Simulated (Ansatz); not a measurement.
**CuAu in Ansatz: the effect of functional**

Crystal: CuAu.

```
Au Cu
1.0
     2.86588    0.00000    0.00000
     0.00000    2.86588    0.00000
     0.00000    0.00000    3.75727
Au Cu
1 1
Cartesian
  0.0000 0.0000 0.0000
  1.4329 1.4329 1.8786
```

The cell isn't the ideal one: volume scaled by 1.06.

Alike in all runs:

| Property | Result |
| --- | --- |
| Program | Ansatz 0.2.0 |
| Task | single point |
| Potentials or basis | Ansatz PAW |
| k mesh | 9 × 9 × 7 |
| Occupations | fermi-dirac, width 0.05 eV |
| Spin | no spin polarisation |

```tsv
functional	cutoff	pressure (GPa)
LDA	420 eV (not typed: the program's choice for these potentials)	-16.1
PBEsol	420 eV (not typed: the program's choice for these potentials)	?
r2SCAN	500 eV (not typed: the program's choice for these potentials)	-8.2
```

**Question.** What does the run with functional PBEsol give?

**Answer.** Pressure -11.4 GPa.

Caveats: the PAW data sets come from PBE, with cores solved anew for the run's functional, which leaves a small shift of forces and pressure.

Runs at the PBE level aren't shown here.
